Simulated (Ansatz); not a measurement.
LiH (CsCl type) under strain

LiH built on the CsCl prototype, relaxed with r2SCAN in the plane-wave code Ansatz. The symmetry is Pm-3m (No. 221, cubic); a = 2.502 Å in the conventional setting, 7.83 Å³ an atom. Around Li lie 8 H at 2.17 Å; around H lie 8 Li at 2.17 Å.

The axes x, y and z are those of this cell:
```xyz
2
Lattice="2.5017 0.0000 0.0000 0.0000 2.5017 0.0000 0.0000 0.0000 2.5017" Properties=species:S:1:pos:R:3 pbc="T T T"
Li    0.0000    0.0000    0.0000
H     1.2508    1.2508    1.2508
```

Unstrained: PBE gives an indirect gap of 0.707 eV, from R to X; the least direct gap is 4.216 eV at M. With r2SCAN the valence top lies at R and the conduction bottom at X, 1.124 eV higher; the smallest vertical gap, at M, is 4.918 eV. The HSE06 gap is indirect, 1.407 eV (R to X), below the direct gap of 5.266 eV at M. Meshes: PBE 10×10×10, r2SCAN 10×10×10, HSE06 8×8×8. Strains are changes of length per length, and xy shears are angles. After each strain the atoms were relaxed again with r2SCAN within the symmetry that the strain leaves, so tilts or polar shifts that break it weren't tested; points keep the names that they have in the unstrained zone. One strained cell lies below the unstrained one, which is therefore a saddle: all changes count from an unstable reference. Note: simulated data, non-magnetic, for a generated structure that need not be the stable one.

Changes of the least gap in eV (an overlap counts as a negative gap):
```tsv
strain	volume change (%)	space group	PBE	r2SCAN	HSE06	energy rise, r2SCAN (meV/atom)
uniaxial -0.85 % along [111]	-0.8	R-3m	0.000	-0.002	+0.001	0.0
xy shear, engineering strain (angle) +5.73 %	-0.1	Cmmm	+0.068	+0.065	+0.073	-1.6
biaxial +4.44 % in x and y, z held	+9.1	P4/mmm	-0.148	-0.151	-0.162	13.1
```

Uniaxial -0.85 % along [111], other directions held. HSE06: the gap goes from 1.407 to 1.408 eV (+0.001 eV). Stress change with r2SCAN, compression positive: xx +0.31, yy +0.31, zz +0.31, xy -0.11, xz -0.11, yz -0.11 GPa.

Xy shear, engineering strain (angle) +5.73 %. HSE06: the gap goes from 1.407 to 1.480 eV (+0.073 eV). Stress change with r2SCAN, compression positive: xx +0.11, yy +0.11, zz +0.03, xy +1.16 GPa.

Biaxial +4.44 % in x and y, z held. HSE06: the gap goes from 1.407 to 1.245 eV (-0.162 eV). Stress change with r2SCAN, compression positive: xx -5.56, yy -5.56, zz +3.27 GPa.

The meshes of the hybrids are coarse, so their gaps aren't converged to the digits shown.
